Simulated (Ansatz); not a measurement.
Al: projected DOS by orbital

```
CELL_PARAMETERS angstrom
0.00000 3.02335 3.02335
3.02335 0.00000 3.02335
3.02335 3.02335 0.00000
ATOMIC_POSITIONS crystal
Al 0.00000 0.00000 0.00000
Al 0.25000 0.25000 0.25000
```

Atoms are numbered in the order listed.

The cell was built from the diamond type and relaxed in the same program, and has space group Fd-3m; it needn't be a known or the stable phase.

Computed with Ansatz 0.2.0, DFT, PBE, all-electron LAPW, scalar-relativistic.

Settings: a Γ-centred 9×9×9 k mesh, Fermi–Dirac smearing of 0.08 eV, basis error target 0.25 meV/atom, no spin polarisation.

States per eV for one atom of each kind, in 0.4 eV bins named by their centres, from the Fermi level, projected on a minimal set of Löwdin-orthogonalised atomic shells; orbitals are real harmonics on the Cartesian axes, equal curves share a column, and empty bins are left out, as is all above 2.0 eV, near the top of the computed bands.

Al1 3p:

```
# E all pz=px=py
-7.5 0.03 0.01
-7.1 0.06 0.02
-6.7 0.09 0.03
-6.3 0.12 0.04
-5.9 0.16 0.05
-5.5 0.16 0.05
-5.1 0.14 0.05
-4.7 0.10 0.03
-4.3 0.01 0.00
-3.9 0.11 0.04
-3.5 0.45 0.15
-3.1 0.25 0.08
-2.7 0.17 0.06
-2.3 0.13 0.04
-1.9 0.12 0.04
-1.5 0.57 0.19
-1.1 0.50 0.17
-0.7 0.64 0.21
-0.3 0.78 0.26
0.1 0.75 0.25
0.5 0.71 0.24
0.9 0.62 0.21
1.3 0.31 0.10
1.7 0.14 0.05
```

Al1 3s:

```
# E all
-7.9 0.01
-7.5 0.10
-7.1 0.14
-6.7 0.17
-6.3 0.21
-5.9 0.31
-5.5 0.29
-5.1 0.23
-4.7 0.15
-4.3 0.01
-3.9 0.11
-3.5 0.29
-3.1 0.16
-2.7 0.11
-2.3 0.08
-1.9 0.06
-1.5 0.07
-1.1 0.07
-0.7 0.07
-0.3 0.05
0.1 0.04
0.5 0.03
0.9 0.02
1.3 0.01
```
